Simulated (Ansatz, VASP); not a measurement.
**Two plane-wave programs on Hf3C4**

INCAR

```
SYSTEM = Hf3C4
PREC = Accurate
ENCUT = 520
EDIFF = 1E-6
ISMEAR = 0
SIGMA = 0.1
LREAL = .FALSE.
LASPH = .TRUE.
NELM = 100
ALGO = Normal
ISIF = 2
LWAVE = .FALSE.
LCHARG = .TRUE.
GGA = PE
LELF = .TRUE.
LVHAR = .TRUE.
NBANDS = 32
```

File KPOINTS:

```
regular mesh
0
G
  6 6 4
  0 0 0
```

POSCAR

```
Hf3C4
1.0
    3.8369168300      0.0000000000      0.0000000000
   -1.9184584100      3.3228674500      0.0000000000
    0.0000000000      0.0000000000      7.0288870300
Hf C
3 4
Direct
    0.0000000000      0.0000000000      0.0000000000
    0.6666666700      0.3333333300      0.0000000000
    0.3333333300      0.6666666700      0.0000000000
    0.0000000000      0.0000000000      0.6816656000
    0.0000000000      0.0000000000      0.3183344000
    0.3333333300      0.6666666700      0.5000000000
    0.6666666700      0.3333333300      0.5000000000
```

Input for Ansatz:

```yaml
crystal:
  lattice:
    - [3.83691683, 0.0, 0.0]
    - [-1.91845841, 3.32286745, 0.0]
    - [0.0, 0.0, 7.02888703]
  atoms:
    - { symbol: Hf, position: [0.0, 0.0, 0.0] }
    - { symbol: Hf, position: [0.66666667, 0.33333333, 0.0] }
    - { symbol: Hf, position: [0.33333333, 0.66666667, 0.0] }
    - { symbol: C, position: [0.0, 0.0, 0.6816656] }
    - { symbol: C, position: [0.0, 0.0, 0.3183344] }
    - { symbol: C, position: [0.33333333, 0.66666667, 0.5] }
    - { symbol: C, position: [0.66666667, 0.33333333, 0.5] }
basis:
  ecutwfc: 420
kpoints:
  mp_grid: { grid: [6, 6, 4] }
hamiltonian:
  xc: pbe
scf:
  occupations: { method: gaussian, width: 0.1 }
  lower_state_search: "off"
output:
  forces: true
  stress: true
  eigenvalues: true
```

Alike in both runs: task single point; functional PBE; k mesh 6 × 6 × 4; occupations gaussian, width 0.1 eV; no spin polarisation.

```csv
,VASP,Ansatz
version,VASP 6.6.1,Ansatz 0.2.0
potentials or method,"VASP PAW PBE potentials, release 64 (Hf_pv, C)","scalar-relativistic, plane waves, PAW"
plane-wave cutoff (eV),520,420
valence electrons in the cell,46,94
```

|  | VASP | Ansatz | Ansatz less VASP |
| --- | --- | --- | --- |
| gap on the k mesh at the Fermi level (eV) | none | none | - |
| rms of the force components (eV/Å) | 0.118 | 0.113 | -0.0050 |

Atom by atom the forces differ by 0.005 eV/Å (rms over components). A gap of «none» marks a metal or a gap that the smearing closes. The two sets of potentials don't hold the same shells in valence.

 Spin-orbit coupling is left out, which matters for the levels of Hf.
